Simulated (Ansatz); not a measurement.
# WC: the cost of one run

Computed with Ansatz 0.2.0 (DFT PBE, scalar-relativistic, plane waves, PAW, unless a step's input says otherwise).

3 further runs of the same task are left out: 3 set aside as unsound or not needed.

### Step 1. The system as given

Symmetry: P3m1, No. 156, trigonal system. Conventional cell: a = 2.922 Å, b = 2.922 Å, c = 24.965 Å, α = 90.00°, β = 90.00°, γ = 120.00°. Around C (site symmetry 3m) lie 3 W at 2.01 Å. W (site symmetry 3m) is surrounded by 6 C at 2.01 to 2.27 Å. C (site symmetry 3m) is surrounded by 6 W at 2.18 to 2.27 Å. Around W (site symmetry 3m) lie 6 C at 2.18 to 2.22 Å. Around C (site symmetry 3m) lie 6 W at 2.20 to 2.22 Å. W (site symmetry 3m) is surrounded by 6 C at 2.20 to 2.23 Å. C (site symmetry 3m) is surrounded by 6 W at 2.17 to 2.23 Å. W (site symmetry 3m) has 3 C at 2.17 Å as nearest neighbours.

As a file:

```
C W
1.0
     2.92177    0.00000    0.00000
    -1.46089    2.53033    0.00000
     0.00000    0.00000   24.96477
C W
4 4
Direct
  0.66667 0.33333 0.31003
  0.66667 0.33333 0.41476
  0.66667 0.33333 0.52791
  0.66667 0.33333 0.64250
  0.00000 0.00000 0.35381
  0.00000 0.00000 0.46987
  0.00000 0.00000 0.58424
  0.00000 0.00000 0.69688
```

Miller indices refer to the conventional cell of the relaxed bulk, P-6m2 (No. 187): a = 2.922 Å, b = 2.922 Å, c = 2.847 Å, α = 90.00°, β = 90.00°, γ = 120.00°.

As cut, it was a (001) slab, 10.0 Å thick as cut, with 15 Å of vacuum; its outer planes are W (top) and C (bottom); it was relaxed in an earlier run.

### Step 2. Bands of the relaxed slab

A dipole layer in the vacuum cancels the field that periodic copies would set up if the slab's two faces differ.

File input.yaml:

```yaml
crystal:
  lattice:
    - [2.9217712149, 0.0, 0.0]
    - [-1.4608856074, 2.5303280961, 0.0]
    - [0.0, 0.0, 24.9647693801]
  atoms:
    - { symbol: C, position: [0.6666666667, 0.3333333333, 0.3100309171] }
    - { symbol: W, position: [0.0, 0.0, 0.3538122176] }
    - { symbol: C, position: [0.6666666667, 0.3333333333, 0.4147580835] }
    - { symbol: W, position: [0.0, 0.0, 0.4698741349] }
    - { symbol: C, position: [0.6666666667, 0.3333333333, 0.5279102323] }
    - { symbol: W, position: [0.0, 0.0, 0.5842389585] }
    - { symbol: C, position: [0.6666666667, 0.3333333333, 0.6424962135] }
    - { symbol: W, position: [0.0, 0.0, 0.6968792426] }
basis:
  ecutwfc: 420
kpoints:
  mp_grid: { grid: [12, 12, 1] }
  band_path:
    path:
      - [0.5, 0, 0]
      - [0, 0, 0]
      - [0.3333333333333, 0.3333333333333, 0]
      - [0.5, 0, 0]
    npoints: 12
hamiltonian:
  xc: pbe
scf:
  occupations: { method: gaussian, width: 0.1 }
  n_extra_bands: 22
output:
  forces: true
  eigenvalues: true
  populations: true
  fatbands: true
  write_density: true
  write_potential: true
  elf: true
  volumetric_format: npy
efield:
  axis: 3
  dipole_correction: true
  ramp_width: 0.04
```

Command:

```sh
$ ansatz run input.yaml --threads 2 --pin off --max-ram 5632MiB --backend cpu --events-out ev --progress --plain --runs-dir out
```

What time and memory should one allow on 2 threads of Arm Neoverse V2, shared host?

About 42 s, with a peak of 0.59 GiB.
